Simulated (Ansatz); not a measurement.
The following input was run with Ansatz 0.2.0.

```yaml
crystal:
  lattice:
    - [-2.62333646, 4.776753505, 4.441674725]
    - [2.62333646, -4.776753505, 4.441674725]
    - [2.62333646, 4.776753505, -4.441674725]
  atoms:
    - { symbol: Si, position: [0.9295488, 0.84494489, 0.08460391] }
    - { symbol: Si, position: [0.73965902, 0.15505511, 0.58460391] }
    - { symbol: Si, position: [0.0704512, 0.15505511, 0.91539609] }
    - { symbol: Si, position: [0.26034098, 0.84494489, 0.41539609] }
    - { symbol: O, position: [0.13068887, 0.88068887, 0.25] }
    - { symbol: O, position: [0.86931113, 0.11931113, 0.75] }
    - { symbol: O, position: [0.79317541, 0.5, 0.79317541] }
    - { symbol: O, position: [0.20682459, 0.0, 0.70682459] }
    - { symbol: O, position: [0.20682459, 0.5, 0.20682459] }
    - { symbol: O, position: [0.79317541, 0.0, 0.29317541] }
    - { symbol: O, position: [0.0, 0.0, 0.0] }
    - { symbol: O, position: [0.5, 0.0, 0.5] }
basis:
  ecutwfc: 500
kpoints:
  mp_grid: { grid: [6, 6, 6] }
hamiltonian:
  xc: r2scan
scf:
  occupations: { method: gaussian, width: 0.02 }
output:
  forces: true
  stress: true
  eigenvalues: true
relax:
  adjacent_minimum: "off"
  f_tol: 0.01
  max_steps: 40
```

Launched with
```bash
ansatz run input.yaml --threads 2 --pin off --max-ram 5120MiB --backend cpu --events-out ev --progress --plain --runs-dir out
```

These are results of Ansatz, DFT r2SCAN, scalar-relativistic, plane waves, PAW, not measurements.

Part of what the program printed, abridged (iterations and final results):

```
SCF iter   1: F=—  HF=-7119.798431 eV  |F-HF|=—  |Δ(HF+E_count)|=         —  Δρ=5.90e-3  dr2=7.64e-2  dr2_τ=1.06e0  ethr=1.77e-3  ⟨swp⟩=8.0  Hψ=11043  notcnv=0  defer=34
SCF iter   2: F=—  HF=-7120.135640 eV  |F-HF|=—  |Δ(HF+E_count)|=   3.37e-1  Δρ=3.81e-3  dr2=1.94e-2  dr2_τ=1.84e-3  ethr=1.19e-4  ⟨swp⟩=3.3  Hψ=4472  notcnv=0  defer=257
SCF iter   3: F=—  HF=-7120.135779 eV  |F-HF|=—  |Δ(HF+E_count)|=   1.39e-4  Δρ=7.13e-4  dr2=8.95e-4  dr2_τ=2.62e-4  ethr=3.04e-5  ⟨swp⟩=3.5  Hψ=3488  notcnv=0  defer=257
SCF iter   4: F=—  HF=-7120.135960 eV  |F-HF|=—  |Δ(HF+E_count)|=   1.81e-4  Δρ=2.58e-4  dr2=9.73e-5  dr2_τ=1.95e-5  ethr=1.40e-6  ⟨swp⟩=2.0  Hψ=3695  notcnv=0  defer=257
SCF iter   5: F=—  HF=-7120.135940 eV  |F-HF|=—  |Δ(HF+E_count)|=   2.01e-5  Δρ=6.99e-5  dr2=3.85e-6  dr2_τ=9.25e-7  ethr=1.52e-7  ⟨swp⟩=2.0  Hψ=2927  notcnv=0  defer=257
SCF iter   6: F=-7120.135943 eV  HF=-7120.135943 eV  |F-HF|=1.64e-7  |Δ(HF+E_count)|=   3.32e-6  Δρ=1.99e-5  dr2=8.20e-7  dr2_τ=4.77e-8  ethr=3.91e-9  ⟨swp⟩=14.4  Hψ=11667  notcnv=0
SCF 1 converged in 6 iterations: F = -7120.135943 eV  dr2 = 8.20e-7
relax step   1: F+E_penalty+E_count = -7120.13594287 eV  Δ(F+E_penalty+E_count) = +0.000e0 eV  max|allowed force component| = 4.911e-2 eV/Å  Δτ_max = 0.0000 Å  (6 SCF iters, dr2 threshold 2.50e-6 eV, accepted)
Initial density: handed on by an earlier stage of this run
Initial wavefunctions: those handed on with the density
SCF iter   1: F=—  HF=-7120.136052 eV  |F-HF|=—  |Δ(HF+E_count)|=         —  Δρ=5.10e-5  dr2=8.16e-6  dr2_τ=5.39e-5  ethr=1.14e-8  ⟨swp⟩=2.1  Hψ=6109  notcnv=0  defer=2
SCF iter   2: F=—  HF=-7120.136055 eV  |F-HF|=—  |Δ(HF+E_count)|=   2.70e-6  Δρ=2.86e-5  dr2=1.85e-6  dr2_τ=8.18e-8  ethr=1.14e-8  ⟨swp⟩=2.0  Hψ=3064  notcnv=0  defer=2
SCF iter   3: F=—  HF=-7120.136054 eV  |F-HF|=—  |Δ(HF+E_count)|=   3.15e-7  Δρ=1.20e-5  dr2=2.25e-7  dr2_τ=4.48e-8  ethr=2.90e-9  ⟨swp⟩=2.0  Hψ=2965  notcnv=0  defer=2
SCF iter   4: F=-7120.136054 eV  HF=-7120.136054 eV  |F-HF|=4.23e-9  |Δ(HF+E_count)|=   5.12e-8  Δρ=3.17e-6  dr2=1.43e-8  dr2_τ=1.06e-9  ethr=2.35e-10  ⟨swp⟩=9.7  Hψ=9279  notcnv=0
SCF 2 converged in 4 iterations: F = -7120.136054 eV  dr2 = 1.43e-8
relax step   2: F+E_penalty+E_count = -7120.13605436 eV  Δ(F+E_penalty+E_count) = -1.115e-4 eV  max|allowed force component| = 3.534e-2 eV/Å  Δτ_max = 0.0005 Å  (4 SCF iters, dr2 threshold 1.51e-7 eV, accepted)
SCF iter   1: F=—  HF=-7120.135961 eV  |F-HF|=—  |Δ(HF+E_count)|=         —  Δρ=2.34e-4  dr2=1.38e-4  dr2_τ=1.36e-3  ethr=2.62e-6  ⟨swp⟩=2.3  Hψ=4502  notcnv=0  defer=259
SCF iter   2: F=—  HF=-7120.136039 eV  |F-HF|=—  |Δ(HF+E_count)|=   7.83e-5  Δρ=1.21e-4  dr2=3.15e-5  dr2_τ=1.55e-6  ethr=2.16e-7  ⟨swp⟩=2.0  Hψ=4047  notcnv=0  defer=259
SCF iter   3: F=—  HF=-7120.136201 eV  |F-HF|=—  |Δ(HF+E_count)|=   1.62e-4  Δρ=5.32e-5  dr2=4.16e-6  dr2_τ=1.10e-6  ethr=4.92e-8  ⟨swp⟩=2.0  Hψ=2869  notcnv=0  defer=259
SCF iter   4: F=—  HF=-7120.136200 eV  |F-HF|=—  |Δ(HF+E_count)|=   8.91e-7  Δρ=1.31e-5  dr2=1.97e-7  dr2_τ=2.34e-8  ethr=6.49e-9  ⟨swp⟩=2.0  Hψ=2999  notcnv=0  defer=259
SCF iter   5: F=-7120.136200 eV  HF=-7120.136201 eV  |F-HF|=1.54e-8  |Δ(HF+E_count)|=   6.19e-8  Δρ=4.55e-6  dr2=3.96e-8  dr2_τ=5.19e-9  ethr=1.56e-10  ⟨swp⟩=11.4  Hψ=10575  notcnv=0
SCF 3 converged in 5 iterations: F = -7120.136200 eV  dr2 = 3.96e-8
relax step   3: F+E_penalty+E_count = -7120.13620049 eV  Δ(F+E_penalty+E_count) = -1.461e-4 eV  max|allowed force component| = 6.676e-3 eV/Å  Δτ_max = 0.0027 Å  (5 SCF iters, accepted)
SCF iter   1: F=—  HF=-7120.136201 eV  |F-HF|=—  |Δ(HF+E_count)|=         —  Δρ=4.55e-6  dr2=3.95e-8  dr2_τ=5.19e-9  ethr=6.17e-11  ⟨swp⟩=1.0  Hψ=5886  notcnv=0
SCF iter   2: F=-7120.136201 eV  HF=-7120.136201 eV  |F-HF|=5.72e-10  |Δ(HF+E_count)|=   2.91e-9  Δρ=1.94e-6  dr2=6.03e-9  dr2_τ=5.21e-10  ethr=6.17e-11  ⟨swp⟩=4.0  Hψ=6238  notcnv=0
SCF 4 converged in 2 iterations: F = -7120.136201 eV  dr2 = 6.03e-9
SCF converged after 2 iterations
Free energy (F): -7120.136201 eV
Harris-Foulkes:  -7120.136201 eV  (|F-HF|=5.72e-10)
Internal energy: -7120.136201 eV  (E = F + TS)
E sigma→0 (E₀):  -7120.136201 eV
Fermi energy:    2.153738 eV
--- Per-component energies (eV) ---
  E_band       = -529.809589
  E_kinetic    = 1621.715319
  E_local      = -6078.506235  (includes V_loc(G=0)·N_el)
  E_nonlocal   = 471.974742
  E_hartree    = 2383.032186
  E_xc         = -799.595123
  E_vxc        = -1058.913941  (∫ρ·V_xc dr)
  E_paw        = -3368.416335  (= ΣΔE_a)
  E_vpaw       = -319.256734  (= ΣTr[D̂ρ^β])
  E_aug_tail   = 0.008337  (compensation charges beyond the density's cutoff)
  E_vtau       = 67.102914  (kinetic-family band-sum trace: ∫τ·v_τ [+ j·A + Jᵃ·Aᵃ] dr)
  E_ewald      = -1349.787832
  E_core_change = -0.561259  (= ΣΔE_core)
  E_smearing   =  0.000000  (= −TS)
--- Forces (eV/Å), atoms counted from 1 ---
  atom   1  Si     0.00000000     0.00644899    -0.00640824
  atom   2  Si     0.00000000     0.00644899     0.00640824
  atom   3  Si     0.00000000    -0.00644899     0.00640824
  atom   4  Si     0.00000000    -0.00644899    -0.00640824
  atom   5  O      0.00000000     0.00000000    -0.00668589
  atom   6  O      0.00000000     0.00000000     0.00668589
  atom   7  O      0.00000000     0.00324824     0.00000000
  atom   8  O      0.00000000    -0.00324824     0.00000000
  atom   9  O      0.00000000    -0.00324824     0.00000000
  atom  10  O      0.00000000     0.00324824     0.00000000
  atom  11  O      0.00000000     0.00000000     0.00000000
  atom  12  O      0.00000000     0.00000000     0.00000000
--- Stress (GPa, compression-positive) ---
       -0.012844       0.000000       0.000000
        0.000000      -0.046392       0.000000
        0.000000       0.000000       0.029458
  P = ⅓ Tr σ = -0.0099 GPa (-0.099 kbar)
--- Band table (eV; the first three rows and the last of 46) ---
  k-point 0: bands = ["-21.4371", "-20.5234", "-20.0522", "-20.0079", "-19.4726", "-19.4171", "-19.4063", "-19.3986", "-9.9667", "-9.5292", "-8.9534", "-6.8077", "-6.6773", "-6.6592", "-6.6087", "-6.1032", "-4.4479", "-4.1879", "-3.5868", "-3.5551", "-3.0772", "-3.0742", "-3.0271", "-3.0196", "-2.4249", "-2.4047", "-2.3732", "-2.1776", "-2.0000", "-1.6569", "-1.3788", "-0.9350", "5.2424", "8.1815", "8.7770", "8.9692", "8.9709", "9.1351", "9.5552", "9.8506", "9.9358", "10.3910", "10.5390", "10.8234"]
  k-point 1: bands = ["-21.3704", "-20.4790", "-20.2454", "-19.9638", "-19.4662", "-19.4145", "-19.4085", "-19.4007", "-9.9551", "-9.2381", "-9.0223", "-6.8114", "-6.7618", "-6.6790", "-6.5791", "-6.0859", "-4.4324", "-4.2304", "-3.7014", "-3.4932", "-3.1776", "-3.0534", "-3.0495", "-2.9369", "-2.5604", "-2.4189", "-2.4108", "-2.1068", "-1.9476", "-1.8354", "-1.3103", "-1.0954", "5.5551", "8.1770", "8.7458", "8.9673", "9.2285", "9.5854", "9.6301", "9.7371", "9.9933", "10.3334", "10.4007", "11.0408"]
  k-point 2: bands = ["-21.1795", "-20.5575", "-20.3570", "-20.0376", "-19.4499", "-19.4212", "-19.4066", "-19.4052", "-9.7940", "-9.2222", "-8.5965", "-7.2136", "-6.6849", "-6.6809", "-6.4718", "-6.1222", "-4.4158", "-4.3389", "-3.7608", "-3.4848", "-3.3695", "-3.1243", "-2.9792", "-2.7678", "-2.6754", "-2.5331", "-2.3809", "-2.2641", "-2.1781", "-1.6066", "-1.4599", "-1.2569", "6.3819", "8.1536", "8.8507", "8.9840", "9.1163", "9.3000", "9.8077", "9.9910", "10.4163", "10.4502", "10.6490", "10.6519"]
  k-point 45: bands = ["-21.0501", "-20.9891", "-20.5378", "-19.4350", "-19.4273", "-19.4184", "-19.4074", "-19.3963", "-10.9488", "-8.7355", "-7.7665", "-7.7573", "-6.9553", "-6.4813", "-6.2797", "-6.2674", "-4.2992", "-4.1823", "-3.8472", "-3.7324", "-3.3009", "-3.1026", "-3.0035", "-2.8793", "-2.7629", "-2.7039", "-2.5500", "-2.2763", "-1.5072", "-1.1836", "-1.1638", "-0.9569", "7.1875", "7.3846", "7.5249", "7.6518", "8.7980", "9.0333", "9.1810", "10.2242", "10.3926", "10.4949", "10.9821", "11.1115"]
--- Relaxed structure (3 steps of the walk, 3 accepted, 0 SCFs on fresh bases) ---
  F+E_penalty+E_count = -7120.13620049 eV   max|allowed force component| = 6.676e-3 eV/Å
  atoms:
    - { symbol: Si, position: [0.92947030, 0.84486213, 0.08460816] }
    - { symbol: Si, position: [0.73974603, 0.15513786, 0.58460816] }
    - { symbol: Si, position: [0.07052969, 0.15513786, 0.91539183] }
    - { symbol: Si, position: [0.26025396, 0.84486213, 0.41539183] }
    - { symbol: O, position: [0.13076525, 0.88076525, 0.25] }
    - { symbol: O, position: [0.86923474, 0.11923474, 0.75000000] }
    - { symbol: O, position: [0.79283413, 0.49999999, 0.79283413] }
    - { symbol: O, position: [0.20716586, 0.0, 0.70716586] }
    - { symbol: O, position: [0.20716586, 0.5, 0.20716586] }
    - { symbol: O, position: [0.79283413, 0.0, 0.29283413] }
    - { symbol: O, position: [0.0, 0.0, 0.0] }
    - { symbol: O, position: [0.5, 0.0, 0.5] }
```

The relaxation met its thresholds.

Time: 35 s on 2 threads of AMD EPYC 9R45 96-Core Processor (Zen 5), with other jobs on the host, peak memory 1.4 GiB.